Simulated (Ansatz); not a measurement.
# Ti2O: band structure with BLYP

Crystal: Ti2O.

```xyz
3
Lattice="2.9194 0.0000 0.0000 -1.4597 2.5283 0.0000 0.0000 0.0000 4.7130" Properties=species:S:1:pos:R:3 pbc="T T T"
Ti    0.0000    1.6855    3.3993
Ti    1.4597    0.8428    1.3137
O     0.0000    0.0000    0.0000
```

| Quantity | Value |
| --- | --- |
| Program | Ansatz 0.2.0 |
| Task | band structure |
| Functional | BLYP |
| Potentials or basis | Ansatz PAW |
| Cutoff | 420 eV (not typed: the program's choice for these potentials) |
| k mesh | 10 × 10 × 6 |
| Occupations | fermi-dirac, width 0.05 eV |
| Spin | no spin polarisation |
| Path | [["G", "M", "K", "G", "A", "L", "H", "A"], ["L", "M"], ["K", "H"]] |
| Points for each segment of the path | 14 |

```
Pressure               : 18.0 GPa
Largest force          : 0.781 eV/Å
Band gap on the k mesh : none (metal or under the smearing width)
```

Forces in eV/Å, atoms in the order of the input:
```
Ti   0.000  0.000  0.781
Ti   0.000  0.000 -0.781
O    0.000  0.000  0.000
```

Stress tensor (GPa, compression positive):
```
15.92  0.00  0.00
 0.00 15.92  0.00
 0.00  0.00 22.27
```

Levels at the corners of the path, in eV from the Fermi level:
| point | band 11 | band 12 | band 13 | band 14 | band 15 | band 16 | band 17 | band 18 | band 19 | band 20 |
| --- | --- | --- | --- | --- | --- | --- | --- | --- | --- | --- |
| Γ | -5.77 | -5.77 | -3.53 | -0.47 | 0.38 | 0.42 | 0.42 | 0.89 | 0.89 | 1.35 |
| M | -6.89 | -6.28 | -2.73 | -1.35 | -0.46 | 1.21 | 1.65 | 2.96 | 3.01 | 3.03 |
| K | -7.40 | -6.73 | -1.91 | -1.24 | -1.24 | 1.53 | 1.53 | 2.02 | 2.43 | 2.85 |
| Γ | -5.77 | -5.77 | -3.53 | -0.47 | 0.38 | 0.42 | 0.42 | 0.89 | 0.89 | 1.35 |
| A | -5.86 | -5.86 | -1.99 | -1.50 | 0.08 | 0.08 | 1.37 | 1.91 | 1.91 | 2.28 |
| L | -6.91 | -6.18 | -1.53 | -1.35 | -0.66 | -0.38 | 0.78 | 2.87 | 2.98 | 3.16 |
| H | -7.48 | -6.82 | -1.58 | -0.84 | -0.84 | 1.42 | 1.42 | 1.67 | 2.75 | 2.75 |
| A | -5.86 | -5.86 | -1.99 | -1.50 | 0.08 | 0.08 | 1.37 | 1.91 | 1.91 | 2.28 |
| L | -6.91 | -6.18 | -1.53 | -1.35 | -0.66 | -0.38 | 0.78 | 2.87 | 2.98 | 3.16 |
| M | -6.89 | -6.28 | -2.73 | -1.35 | -0.46 | 1.21 | 1.65 | 2.96 | 3.01 | 3.03 |
| K | -7.40 | -6.73 | -1.91 | -1.24 | -1.24 | 1.53 | 1.53 | 2.02 | 2.43 | 2.85 |
| H | -7.48 | -6.82 | -1.58 | -0.84 | -0.84 | 1.42 | 1.42 | 1.67 | 2.75 | 2.75 |

It took 1.7 s on 2 threads of AMD EPYC 9R45 96-Core Processor (Zen 5), with other jobs on the host, peak memory 0.41 GiB.

Caveat: the pressure holds a Pulay correction of +0.5 GPa for the finite cutoff; semilocal functionals often make such compounds metallic where correlation or magnetic order opens a gap, which also shifts bond lengths; the PAW data sets come from PBE, with cores solved anew for the run's functional, which leaves a small shift of forces and pressure.
